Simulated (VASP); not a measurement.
SnTe:

```
Te Sn
1.0
     3.90470    0.00000    0.00000
     0.00000    3.90470    0.00000
     0.00000    0.00000    3.90470
Te Sn
1 1
Direct
  0.50000 0.50000 0.50000
  0.00000 0.00000 0.00000
```

Measurements of this composition are mostly on another form, of space group No. 225.

| Property | Result |
| --- | --- |
| Program | VASP 6.6.1 |
| Task | relaxation of cell and atoms |
| Functional | r2SCAN |
| Potentials or basis | VASP PAW PBE potentials, release 64 (Te, Sn_d) |
| Cutoff | 600 eV |
| k mesh | 7 × 7 × 7 |
| Occupations | gaussian, width 0.05 eV |
| Spin | no spin polarisation |

At the start: pressure -1.2 GPa; volume 29.77 Å³/atom.

Question: Where does the relaxation end?

Answer: Over 4 steps the energy falls by 5.1 meV/atom and the volume is 28.49 Å³/atom (-4.3 %); space group Pm-3m (No. 221, to 0.05 Å).

Step by step:
```
step  energy change (eV)  largest force (eV/Å)  pressure (GPa)  volume (Å³)
   1              0.0000                0.0000           -1.16        59.53
   2             -0.0091                0.0000           -0.42        57.69
   3             -0.0101                0.0000            0.16        56.70
   4             -0.0102                0.0000           -0.02        56.97
```

Final structure:
```cif
data_structure
_symmetry_space_group_name_H-M 'P 1'
_symmetry_Int_Tables_number 1
_cell_length_a 3.8478
_cell_length_b 3.8478
_cell_length_c 3.8478
_cell_angle_alpha 90.000
_cell_angle_beta 90.000
_cell_angle_gamma 90.000
_cell_volume 56.97
loop_
_atom_site_label
_atom_site_type_symbol
_atom_site_fract_x
_atom_site_fract_y
_atom_site_fract_z
_atom_site_occupancy
Te1 Te 0.50000 0.50000 0.50000 1
Sn1 Sn 0.00000 0.00000 0.00000 1
```

Caveat: the PAW data sets were made with another functional, which shifts forces and pressure a little.
